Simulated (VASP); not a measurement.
AgCl (Chlorargyrite):

```
Ag Cl
1.0
     0.00000    2.73500    2.73500
     2.73500    0.00000    2.73500
     2.73500    2.73500    0.00000
Ag Cl
1 1
Cartesian
  0.0000 0.0000 0.0000
  2.7350 2.7350 2.7350
```

```yaml
Program: VASP 6.6.1
Task: relaxation of cell and atoms
Functional: LDA
Potentials_or_basis: VASP PAW LDA potentials, release 64 (Ag, Cl)
Cutoff: 600 eV
k_mesh: 8 × 8 × 8
Occupations: gaussian, width 0.03 eV
Spin: no spin polarisation
```

At the start: pressure -3.7 GPa; volume 20.46 Å³/atom.

**Question.** Where does the relaxation end?

**Answer.** Over 3 steps the energy falls by 15.6 meV/atom and the volume is 19.21 Å³/atom (-6.1 %); space group Fm-3m (No. 225, to 0.05 Å).

Step by step:
```csv
step,energy change (eV),largest force (eV/Å),pressure (GPa),volume (Å³)
1,0.0000,0.0000,-3.74,40.92
2,-0.0309,0.0000,0.50,38.16
3,-0.0312,0.0000,0.01,38.42
```

Final structure:
```
CELL_PARAMETERS angstrom
0.00000 2.67809 2.67809
2.67809 0.00000 2.67809
2.67809 2.67809 0.00000
ATOMIC_POSITIONS crystal
Ag 0.00000 0.00000 0.00000
Cl 0.50000 0.50000 0.50000
```
